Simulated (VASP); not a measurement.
Set up this calculation in VASP 6.6.1, as the native input.

* Task: single point
* Functional: PBE
* Potentials or basis: VASP PAW PBE potentials, release 64 (Si, C)
* Cutoff: 520 eV
* k mesh: 10 × 10 × 10
* Occupations: fermi-dirac, width 0.02 eV
* Spin: no spin polarisation
* Dipole correction: no
* Further INCAR settings: ALGO = Normal; EDIFF = 1e-06; NBANDS = 11

The structure of SiC lies in POSCAR:

```
SiC
1.0
    2.6443621010      0.0000000000      0.0000000000
    0.0000000000      2.6443621010      0.0000000000
    0.0000000000      0.0000000000      2.6443621010
Si C
1 1
Direct
    0.0000000000      0.0000000000      0.0000000000
    0.5000000000      0.5000000000      0.5000000000
```

The cell was built by a generator and needn't be a form met in nature.

The input as run:

INCAR

```
SYSTEM = SiC
PREC = Accurate
ENCUT = 520
EDIFF = 1E-6
ISMEAR = -1
SIGMA = 0.02
LREAL = .False.
LASPH = .True.
NELM = 60
ALGO = Normal
ISIF = 2
LWAVE = .False.
LCHARG = .True.
GGA = PE
LELF = .True.
LVHAR = .True.
NBANDS = 11
```

KPOINTS

```
Automatic mesh
0
Gamma
  10 10 10
  0 0 0
```

Potentials or basis: VASP PAW PBE potentials, release 64 (Si, C).

Launch:

```sh
$ cat potpaw_PBE.64/Si/POTCAR potpaw_PBE.64/C/POTCAR > POTCAR
$ mpirun -np 1 vasp_std > vasp.out
```

It gave:

```
Pressure               : 0.2 GPa
Band gap on the k mesh : none (metal or under the smearing width)
```

It took 5.3 s on 1 thread of Intel(R) Xeon(R) Platinum 8488C (Sapphire Rapids), with other jobs on the host, peak memory 0.12 GiB.
